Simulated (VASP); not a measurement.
Energy against volume of SrF$_{2}$ (fluorite). Calculation: PBE GGA, VASP's PBE PAW potentials (set 64) (plane waves; VASP). Numerical set-up: 520 eV cut-off, 7×7×7 Γ-centred mesh, Gaussian smearing of 0.050 eV, potentials Sr_sv F.

| V (Å³/atom) | E (eV/atom) |
|---|---|
| 15.817 | -5.67573 |
| 16.322 | -5.68694 |
| 16.826 | -5.69079 |
| 17.331 | -5.68851 |

Question: Fit these four points and predict the energy of the run at 17.836 Å³/atom.

Answer: A cubic in V^(−2/3), the third-order Birch-Murnaghan form, passes through the four points with V0 = 16.88 Å³/atom and B0 = 64 GPa, and gives -5.6811 eV/atom there. The run gave -5.6809 eV/atom, +0.2 meV/atom from the fit; all five points give B0 = 64 GPa.

The compound is SrF2 in the fluorite structure. It was relaxed first.
